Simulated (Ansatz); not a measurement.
Crystal: Co.

```xyz
2
Lattice="2.4874 0.0000 0.0000 -1.2437 2.1541 0.0000 0.0000 0.0000 4.0633" Properties=species:S:1:pos:R:3 pbc="T T T"
Co    0.0000    1.4361    3.0074
Co    1.2437    0.7180    1.0559
```

Below is the output of Ansatz 0.2.0 for this cell. Logs are shortened: lines on timing, memory, paths and dates and some standing lists are left out, and cuts for length are marked.

```text
Warning: RAYON_NUM_THREADS=2 ignored (pool sized by the plan → 2); use --threads N
Co: projections on atomic orbitals take those of the free atom 1s2 2s2 2p6 3s2 3p6 3d7 4s2, of charge +0.00 (hamiltonian.pseudopotentials.projection_atoms)
LAPW: plane waves up to 9.282 Å⁻¹, error target 1.0e-3 eV per atom; small_component_spin mean_spin; Co in spheres of 1.211 Å, 17 of its electrons in bands, Dirac shells [] (how accurate: hamiltonian.pseudopotentials.lapw.basis_error, Limitations)
Engine: ansatz 0.2.0, aarch64-unknown-linux-gnu
Pseudopotentials: kind: all_electron
Pseudopotential: Co, LAPW, valence charge 17, lapw/all_electron/scalar/gaussian/Co, Koelling and Harmon's equation, gaussian nucleus
Functional definition: PBE
  parameter kappa = 0.804
  parameter beta = 0.06672455060314922
  exchange = pbe_x(kappa = kappa, mu = beta*pi^2/3)
  correlation = pbe_c(beta = beta)
Crystal: 2 atoms, lattice volume = 21.771 Å³
Basis set: ecut = 328.23563189813973 eV, 313 PW (Γ), exchange–correlation at level 2
Bands: 23, of which v1, the nominal top of the filled ones, is band 17 counted from 1 (16 counted from 0)
Symmetry: 12 space group operations
Space group: P-3m1 (ITA 164), of the structure as read, at distance tolerance 2.8e-5 Å
Magnetic group: BNS 164.85 (UNI 1315), of the structure as read, at distance tolerance 2.8e-5 Å
k-points: 112 of 1008
Non-local potential: Co, projectors of the file, none
Initial density: superposition of atomic densities (chi_scale 0.1, normalization cell)
Starting moments: Σ|m| = 4 μB on 2 of 2 sites
Initial wavefunctions: plane waves of lowest kinetic energy (no species holds an atomic orbital)
Functional: x = pbe(κ = 0.804, μ = 0.2195149727645171), c = pbe(β = 0.06672455060314922)
iter 1 solved again at ethr=1.98e-4 eV; its pass at ethr=1.00e-1 eV (dr2=6.73e-2 eV) is discarded
SCF iter   1: F=—  HF=-75835.030817 eV  |F-HF|=—  |Δ(HF+E_count)|=         —  Δρ=1.76e-2 (↑1.65e-2 ↓1.76e-2)  dr2=6.74e-2  dr2_m=5.00e-2  M=3.317 μB ∫|m|=3.446 μB  β_m=0.30  ethr=1.98e-4  ⟨swp⟩=2.9  Hψ=37517  notcnv=0
Mixer restart at iter 1: flushing history
preconditioner: auto → none  [metal: Δε(μ)=0.003 eV  Ē_g=9.571 eV  σ=0.050 eV  W_gap=0.02  n_scr=8 (ndim 8)  ℏωp=33.8 eV  f_vac=0.000  D(μ)=1.93/eV (n_scr^D=22)  sad-step TF]
[... 12 lines left out ...]
Magnetization: 3.2748 μB (18.6374 up, 15.3626 down)
Absolute magnetization: 3.6065 μB (∫|ρ↑−ρ↓|)
Spin contamination: 0.0576 ħ² per cell (⟨S²⟩ above its minimum at these occupations)
Per-site moments (μB) at R_I (Å): [(1.6998058448808777, 1.211477762359966), (1.6998058448808777, 1.211477762359966)]
Free energy (F): -75835.144853 eV
Harris-Foulkes:  -75835.144853 eV  (|F-HF|=1.16e-10)
Internal energy: -75835.130031 eV  (E = F + TS)
E sigma→0 (E₀):  -75835.137442 eV
Entropy (-TS):   -0.014823 eV (-7.411 meV/atom)
Fermi energy:    19.036199 eV
--- Per-component energies (eV) ---
  E_band       = -477.218098
  E_kinetic    = 76963.567787
  E_xc         = -3249.699877
  E_electrostatic = -149548.997940  (all electrons and nuclei)
  E_smearing   = -0.014823  (= −TS)
  E_closure    = 0.000000  (closes the sum)
  E_atoms      = -75818.578525  (free atoms, spherical and without spin; not in F)
  Σ components = -75835.144853   (vs F -75835.144853, Δ=0.00e0)
  Basis errors (estimates in eV, not in F): energy 2.7e-4 per atom: plane waves 2.2e-4 (1.1e-4 summed), levels above the bands 2.5e-85, relativity 4.1e-8, radial functions 4.9e-5, core shells 2.0e-9; eigenvalues (radial functions only) 7.5e-7; not estimated: angular momenta, meshes, grids; target (lapw.basis_error) 1.0e-3; muffin-tin radii Co 1.211 Å
--- Forces (eV/Å), atoms counted from 1 ---
  atom   1  Co     0.00000000    -0.00000000     0.48964817
  atom   2  Co    -0.00000000     0.00000000    -0.48964817
  max |Σ_I F_I| component: 0.00e0 eV/Å
--- Stress (GPa, compression-positive) ---
        1.634656       0.000000      -0.000000
        0.000000       1.634656       0.000000
       -0.000000       0.000000      -1.203716
  P = ⅓ Tr σ = 0.6885 GPa (6.885 kbar)
--- Band table (eV; the first three rows and the last of 224) ---
  k-point 0 ↑: bands = ["-77.0752", "-77.0187", "-40.4758", "-40.1889", "-40.1889", "-40.1514", "-40.1415", "-40.1415", "10.0128", "13.8058", "16.3305", "16.3848", "16.3848", "16.6850", "16.6850", "17.0935", "17.0935", "18.1707", "18.1707", "18.7598", "25.0909", "40.8620", "43.5273"]
  k-point 1 ↑: bands = ["-77.0728", "-77.0212", "-40.4609", "-40.1868", "-40.1868", "-40.1667", "-40.1435", "-40.1435", "10.2145", "13.7552", "16.2752", "16.3399", "16.3399", "16.6371", "16.6371", "17.2037", "17.2037", "18.0176", "18.1590", "18.1590", "26.2454", "40.7577", "42.3106"]
  k-point 2 ↑: bands = ["-77.0661", "-77.0279", "-40.4199", "-40.2086", "-40.1813", "-40.1813", "-40.1491", "-40.1491", "10.8003", "13.4795", "16.1156", "16.2841", "16.2841", "16.5181", "16.5181", "16.8336", "17.4450", "17.4450", "18.1054", "18.1054", "28.7892", "38.7769", "41.1356"]
  k-point 111 ↓: bands = ["-74.9045", "-74.9045", "-38.3694", "-38.3694", "-38.3182", "-38.2776", "-38.1583", "-38.1583", "16.2282", "16.4444", "16.4444", "16.5773", "17.3088", "17.3088", "18.6209", "19.1080", "20.1083", "20.1083", "25.3226", "25.3226", "26.4082", "27.6560", "29.2554"]
--- Löwdin populations: 2 sites ---
  site symbol       q [e]    m [muB]
     0     Co     26.7844     1.7040
     1     Co     26.7844     1.7040
  spilling = 0.007986 (of n_electrons = 54.000000)
```

What input gives this log?

Single point with PBE, collinear spin, ferromagnetic start. The files as run (others can give the same):

input.yaml
```yaml
crystal:
  lattice:
    - [2.4873648738, 0.0, 0.0]
    - [-1.2436824369, 2.1541211692, 0.0]
    - [0.0, 0.0, 4.0632895034]
  atoms:
    - { symbol: Co, position: [0.3333333333, 0.6666666667, 0.740139], spin: 2.0 }
    - { symbol: Co, position: [0.6666666667, 0.3333333333, 0.259861], spin: 2.0 }
kpoints:
  mp_grid: { grid: [12, 12, 7] }
scf:
  occupations: { method: fermi_dirac, width: 0.05 }
hamiltonian:
  xc: pbe
  pseudopotentials: { kind: all_electron, lapw: { basis_error: 0.001 } }
magnetization:
  spin_polarized: true
output:
  forces: true
  stress: true
  eigenvalues: true
  populations: true
```

Potentials or basis: all-electron LAPW, scalar-relativistic.
Command:
```bash
$ ansatz run input.yaml --threads 2 --pin off --max-ram 6144MiB --backend cpu --events-out ev --progress --plain --runs-dir out
```
